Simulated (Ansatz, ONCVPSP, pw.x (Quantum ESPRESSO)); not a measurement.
# pw.x on fcc W: one setting changed

Potential: optimised norm-conserving Vanderbilt (ONCV), ONCVPSP 4.0.1.1 (patched build), PBE; core [Kr] 4d10 4f14, reference 5s2 5p6 5d4 6s1.5 6p0.5; waves: 5s+6s: rc 1.60 bohr, ncon 4, nbas 7, qcut 8.6 1/bohr, 2 projectors; 5p+6p: rc 2.30 bohr, ncon 4, nbas 8, qcut 6.4 1/bohr, 2 projectors; 5d: rc 2.45 bohr, ncon 5, nbas 10, qcut 7.3 1/bohr, 1 projector; local part: polynomial inside 1.20 bohr (lpopt 5, dvloc0 1 Ha); core correction: Teter function, fcfact 4, rcfact 1.7.

The reference run (k-mesh 14³, cutoffs 70/280 Ry, Fermi–Dirac 0.01 Ry, mixing_beta 0.4, conv_thr 1e-9, no spin) gives -2.64 GPa at 16.478 Å³/atom, where all-electron LAPW gives -0.06 GPa. This run, with its own iteration cap, changes k-mesh points per axis to 2.

```
&control
  calculation='scf', prefix='x', pseudo_dir='./', outdir='./tmp', tstress=.true., disk_io='none'
/
&system
  ibrav=0, nat=1, ntyp=1, ecutwfc=70, ecutrho=280, nbnd=15,
  occupations='smearing', smearing='fd', degauss=0.01
/
&electrons
  conv_thr=1e-09, mixing_beta=0.4, electron_maxstep=60
/
ATOMIC_SPECIES
W 1.0 W.UPF
CELL_PARAMETERS angstrom
  0.00000000 2.01972156 2.01972156
  2.01972156 0.00000000 2.01972156
  2.01972156 2.01972156 0.00000000
ATOMIC_POSITIONS crystal
W 0.0000 0.0000 0.0000
K_POINTS automatic
2 2 2 0 0 0
```

```bash
pw.x < W.scf.in > W.scf.out
```

How does the run end?

It converges in 7 iterations; the free energy moves by -410.3 meV/atom and the pressure by -29.60 GPa.

```
Message from routine setup:
     using ibrav=0 with symmetry is DISCOURAGED, use correct ibrav instead
     lattice parameter (alat)  =       5.3977  a.u.
     unit-cell volume          =     111.1991 (a.u.)^3
     number of electrons       =        14.00
     number of Kohn-Sham states=           15
     kinetic-energy cutoff     =      70.0000  Ry
     charge density cutoff     =     280.0000  Ry
     scf convergence threshold =      1.0E-09
     Exchange-correlation= PBE
     number of k points=     3  Fermi-Dirac smearing, width (Ry)=  0.0100
     iteration #  1     ecut=    70.00 Ry     beta= 0.40
     total energy              =    -158.51108176 Ry
     estimated scf accuracy    <       0.02222349 Ry
     iteration #  2     ecut=    70.00 Ry     beta= 0.40
     total energy              =    -158.51191118 Ry
     estimated scf accuracy    <       0.00258123 Ry
     iteration #  3     ecut=    70.00 Ry     beta= 0.40
     total energy              =    -158.51244042 Ry
     estimated scf accuracy    <       0.00009294 Ry
     iteration #  4     ecut=    70.00 Ry     beta= 0.40
     total energy              =    -158.51244681 Ry
     estimated scf accuracy    <       0.00000164 Ry
     iteration #  5     ecut=    70.00 Ry     beta= 0.40
     total energy              =    -158.51244710 Ry
     estimated scf accuracy    <       0.00000016 Ry
     iteration #  6     ecut=    70.00 Ry     beta= 0.40
     total energy              =    -158.51244713 Ry
     estimated scf accuracy    <          5.9E-09 Ry
     iteration #  7     ecut=    70.00 Ry     beta= 0.40
     the Fermi energy is    21.6651 ev
!    total energy              =    -158.51244713 Ry
     estimated scf accuracy    <          2.3E-10 Ry
     smearing contrib. (-TS)   =      -0.00699483 Ry
     The total energy is F=E-TS. E is the sum of the following terms:
     one-electron contribution =     -17.17777143 Ry
     hartree contribution      =      17.47586374 Ry
     xc contribution           =     -41.08036527 Ry
     ewald contribution        =    -117.72317934 Ry
     convergence has been achieved in   7 iterations
          total   stress  (Ry/bohr**3)                   (kbar)     P=     -322.41
     Message from routine punch:
     Nothing written, as per user request (disk_io='none')
```

The run took about 1 s on one core of a shared host (AMD EPYC 9R45 96-Core Processor, 96 threads, 376 GiB, load 51).
